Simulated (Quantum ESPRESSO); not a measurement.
Consider CdS (Greenockite, P6_3mc).

```cif
data_structure
_symmetry_space_group_name_H-M 'P 1'
_symmetry_Int_Tables_number 1
_cell_length_a 4.1500
_cell_length_b 4.1500
_cell_length_c 6.7370
_cell_angle_alpha 90.000
_cell_angle_beta 90.000
_cell_angle_gamma 120.000
_cell_volume 100.48
loop_
_atom_site_label
_atom_site_type_symbol
_atom_site_fract_x
_atom_site_fract_y
_atom_site_fract_z
_atom_site_occupancy
Cd1 Cd 0.66667 0.33333 0.50000 1
Cd2 Cd 0.33333 0.66667 0.00000 1
S3 S 0.66667 0.33333 0.87500 1
S4 S 0.33333 0.66667 0.37500 1
```

Absorber: atom 1, with 1 S at 2.53 Å and 3 S at 2.54 Å (tetrahedral, site symmetry 3m). Method: Quantum ESPRESSO XSpectra, PBE, full core hole (charged cell), 12-atom cell with 7.2 Å between holes, 3×3×3 k points, dipole transitions, Lorentzian half width 3.64 eV (not a setting of the program: the run's 0.4 eV curve was folded afterwards with a further Lorentzian).

The database entry behind the starting cell differs from later determinations by our own check (about 0.35 % long), so it need not match the best structure at ambient conditions.

Question: What does the Cd K edge look like?

Main maxima up to 30 eV above the zero (height): 6.2 eV (1.15) and 26.0 eV (1.02). A K edge sees empty p states on the absorber. 

The Cd K spectrum (energy from the lowest empty level; intensity scaled to a mean of 1 over the first 20 eV; folded afterwards to Lorentzian half width 3.64 eV; the points at xe0, where the cut of filled states can leave a spike, are interpolated; polarised curves are means over the symmetry-equivalent atoms):

| E (eV) | isotropic | ε ⊥ c | ε ∥ c |
| --- | --- | --- | --- |
| -2.0 | 0.32 | 0.32 | 0.31 |
| -1.0 | 0.39 | 0.39 | 0.38 |
| 0.0 | 0.48 | 0.48 | 0.47 |
| 1.0 | 0.60 | 0.60 | 0.59 |
| 2.0 | 0.74 | 0.74 | 0.73 |
| 3.0 | 0.89 | 0.90 | 0.89 |
| 4.0 | 1.03 | 1.03 | 1.02 |
| 5.0 | 1.11 | 1.12 | 1.10 |
| 6.0 | 1.15 | 1.15 | 1.13 |
| 7.0 | 1.14 | 1.14 | 1.13 |
| 8.0 | 1.11 | 1.11 | 1.11 |
| 9.0 | 1.08 | 1.08 | 1.09 |
| 10.0 | 1.07 | 1.06 | 1.08 |
| 11.0 | 1.06 | 1.05 | 1.07 |
| 12.0 | 1.06 | 1.05 | 1.07 |
| 13.0 | 1.05 | 1.05 | 1.06 |
| 14.0 | 1.05 | 1.05 | 1.05 |
| 15.0 | 1.04 | 1.04 | 1.04 |
| 16.0 | 1.03 | 1.04 | 1.02 |
| 17.0 | 1.02 | 1.03 | 1.01 |
| 18.0 | 1.02 | 1.02 | 1.00 |
| 19.0 | 1.01 | 1.01 | 1.00 |
| 20.0 | 1.00 | 1.00 | 1.00 |
| 21.0 | 1.00 | 1.00 | 1.01 |
| 22.0 | 1.00 | 0.99 | 1.01 |
| 23.0 | 1.00 | 1.00 | 1.01 |
| 24.0 | 1.01 | 1.00 | 1.01 |
| 25.0 | 1.02 | 1.02 | 1.01 |
| 26.0 | 1.02 | 1.03 | 1.01 |
| 27.0 | 1.02 | 1.03 | 1.00 |
| 28.0 | 1.00 | 1.01 | 0.98 |
| 29.0 | 0.98 | 0.98 | 0.98 |
| 30.0 | 0.97 | 0.97 | 0.97 |
| 31.0 | 0.96 | 0.96 | 0.98 |
| 32.0 | 0.96 | 0.95 | 0.97 |

The structure is a published determination, not relaxed.

[Banner, clock and machine lines of the logs are left out without a mark of their own.]

[Logs are printed without paths, hosts, clocks, repeated set-up lines and the standing remarks that a program may print on its own settings, such as how far it seeks lower states.]

[Hosts, paths, dates, database ids (printed as entryN), source tags and the programs' standing remarks are cut or masked in the printed files.]

[Lists of maxima count a maximum above −3 eV only where it reaches 4 % of the highest in the window and stands out from its surroundings by 2 % of it (1.5 % where it reaches 55 %); shoulders and weaker maxima are passed over, and of the rest the first, up to two pre-edge ones and the few strongest are named.]
